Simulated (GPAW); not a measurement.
AlN:

```
CELL_PARAMETERS angstrom
3.11300 0.00000 0.00000
-1.55650 2.69594 0.00000
0.00000 0.00000 4.98100
ATOMIC_POSITIONS crystal
Al 0.66667 0.33333 0.50000
Al 0.33333 0.66667 0.00000
N 0.66667 0.33333 0.88000
N 0.33333 0.66667 0.38000
```

Program: GPAW 26.7.0. Alike in all runs: no spin polarisation; cell as given; smearing fermi-dirac 0.05 eV.

Q: Order these runs on this cell by their pressure, lowest first.
A. level M06-L; potentials or basis GPAW PAW data sets (gpaw-data 1.2.1), pw; k mesh 7 × 7 × 4; cutoff (eV) 800; maxiter 150; band path GMKGALHA,LM,KH; band points 60
B. level PBE; potentials or basis GPAW PAW data sets (gpaw-data 1.2.1), pw; k mesh 10 × 10 × 6; cutoff (eV) 800; maxiter 150
C. level revPBE; potentials or basis the program's PAW data sets (release 1.2.1) made for this functional, pw; k mesh 7 × 7 × 4; cutoff (eV) 800; maxiter 150; band path GMKGALHA,LM,KH; band points 80
D. level r4SCAN; potentials or basis GPAW PAW data sets (gpaw-data 1.2.1), pw; k mesh 7 × 7 × 4; cutoff (eV) 800; maxiter 150; band path GMKGALHA,LM,KH; band points 100
E. level LDA; potentials or basis the program's PAW data sets (release 1.2.1) made for this functional, pw; k mesh 8 × 8 × 5; cutoff (eV) 600; maxiter 80

A: E (-10.6 GPa), A (-4.1 GPa), D (-0.8 GPa), B (4.6 GPa), C (7.5 GPa).

Caveats: the PAW data sets were made with another functional, which shifts forces and pressure a little (some runs); the cutoff is short for stress and forces, so pressures can be off by a GPa or more (some runs).

Not every run made on this cell is shown here.
